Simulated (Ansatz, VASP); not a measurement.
Two plane-wave programs on Ag

INCAR

```
SYSTEM = Ag
ALGO = Normal ; EDIFF = 1E-7
ENCUT = 520 ; GGA = PE
ISIF = 2 ; ISMEAR = 0
LASPH = .TRUE. ; LCHARG = .TRUE.
LELF = .TRUE. ; LREAL = .FALSE.
LVHAR = .TRUE. ; LWAVE = .FALSE.
NBANDS = 18 ; NELM = 60
PREC = Accurate ; SIGMA = 0.011
```

File KPOINTS:

```
k-points
0
G
  10 10 5
  0 0 0
```

The input POSCAR:

```
Ag
1.0
    2.8223440000      0.0000000000      0.0000000000
    1.4111670000      2.4442240000      0.0000000000
    0.0000000000      0.0000000000      5.3224680000
Ag
2
Direct
    0.6666600000      0.6666700000      0.2500000000
    0.3333300000      0.3333300000      0.7500000000
```

Input for Ansatz:

```yaml
crystal:
  lattice:
    - [2.822344, 0.0, 0.0]
    - [1.411167, 2.444224, 0.0]
    - [0.0, 0.0, 5.322468]
  atoms:
    - { symbol: Ag, position: [0.66666, 0.66667, 0.25] }
    - { symbol: Ag, position: [0.33333, 0.33333, 0.75] }
  symmetry: { tolerance: 0.0003 }
kpoints:
  mp_grid: { grid: [10, 10, 5], shift: [0, 0, 0] }
magnetization:
  spin_polarized: false
scf:
  occupations: { method: gaussian, width: 0.011 }
  lower_state_search: "off"
  max_iter: 200
hamiltonian:
  pseudopotentials: { kind: paw }
  xc: pbe
basis:
  ecutwfc: 420
  fft_grid_basis: typed
output:
  forces: true
  stress: true
  eigenvalues: true
  bader: true
  populations: true
  elf: true
  write_potential: true
  volumetric_format: npy
  dos:
    e_range: [-12, 8]
    de: 0.05
    projected: { site_lists: { Ag: [Ag] } }
checkpoint:
  read: saved_state
```

Alike in both runs: task single point; functional PBE; k mesh 10 × 10 × 5; occupations gaussian, width 0.011 eV; no spin polarisation.

|  | VASP | Ansatz |
| --- | --- | --- |
| version | VASP 6.6.1 | Ansatz 0.2.0 |
| potentials or method | VASP PAW PBE potentials, release 64 (Ag) | PAW plane waves |
| plane-wave cutoff (eV) | 520 | 420 |
| valence electrons in the cell | 22 | 38 |

|  | VASP | Ansatz | Ansatz less VASP |
| --- | --- | --- | --- |
| pressure (GPa) | 0.2 | 0.4 | +0.11 |
| largest component of the traceless stress (GPa) | 8.84 | 8.90 | +0.058 |

The two sets of potentials don't hold the same shells in valence. Ansatz warned: «structure_snapped_to_symmetry».
